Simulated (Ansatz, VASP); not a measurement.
# Li2S: VASP beside Ansatz

Contents of INCAR:

```
ALGO     = Normal         # electronic algorithm
EDIFF    = 1E-7           # SCF threshold, eV
EDIFFG   = -0.01          # ionic threshold
ENCUT    = 600            # plane-wave cutoff, eV
GGA      = PE             # functional
IBRION   = 2              # ionic algorithm
ISIF     = 3              # what is computed and relaxed
ISMEAR   = 0              # smearing method
LASPH    = True           # aspherical terms in the spheres
LCHARG   = False          # write CHGCAR
LREAL    = False          # projectors in reciprocal space
LWAVE    = False          # write WAVECAR
NELM     = 100            # most SCF steps
NSW      = 80             # ionic steps
PREC     = Accurate       # precision mode
SIGMA    = 0.02           # smearing width, eV
```

KPOINTS

```
k-points
0
Gamma
  8 8 8
```

POSCAR

```
Li2S
1.0
    0.0000000000      2.8875319568      2.8875319568
    2.8875319568      0.0000000000      2.8875319568
    2.8875319568      2.8875319568      0.0000000000
Li S
2 1
Direct
    0.2500000000      0.2500000000      0.2500000000
    0.7500000000      0.7500000000      0.7500000000
    0.0000000000      0.0000000000      0.0000000000
```

Input for Ansatz:

```yaml
crystal:
  lattice:
    - [0.0, 2.8875319568, 2.8875319568]
    - [2.8875319568, 0.0, 2.8875319568]
    - [2.8875319568, 2.8875319568, 0.0]
  atoms:
    - { symbol: Li, position: [0.25, 0.25, 0.25] }
    - { symbol: Li, position: [0.75, 0.75, 0.75] }
    - { symbol: S, position: [0.0, 0.0, 0.0] }
basis:
  ecutwfc: 420
kpoints:
  mp_grid: { grid: [8, 8, 8] }
hamiltonian:
  xc: pbe
scf:
  occupations: { method: gaussian, width: 0.02 }
output:
  forces: true
  stress: true
  eigenvalues: true
relax:
  adjacent_minimum: "off"
  f_tol: 0.01
  max_steps: 60
  cell: { stress_tol: 0.1 }
```

Alike in both runs: task relaxation of cell and atoms; functional PBE; k mesh 8 × 8 × 8; occupations gaussian, width 0.02 eV; no spin polarisation.

|  | VASP | Ansatz |
| --- | --- | --- |
| version | VASP 6.6.1 | Ansatz 0.2.0 |
| potentials or method | VASP PAW PBE potentials, release 64 (Li_sv, S) | scalar-relativistic, plane waves, PAW |
| plane-wave cutoff (eV) | 600 | 420 |
| valence electrons in the cell | 12 | 12 |

```tsv
	VASP	Ansatz	Ansatz less VASP
gap on the k mesh at the Fermi level, each at its own relaxed structure (eV)	3.39	3.39	+0.004
relaxed volume (Å³/atom)	15.43	15.47	+0.036
relaxed cell length with the largest relative difference (Å)	4.031	4.034	+0.0031
energy change over the relaxation (meV/atom)	-3	-3	+0.5
```

Caveats: the cutoff is under 1.25 times the usual one of these potentials, so pressure, stress and relaxed cells hold a basis-set (Pulay) error (VASP). A k mesh can miss the band edges.
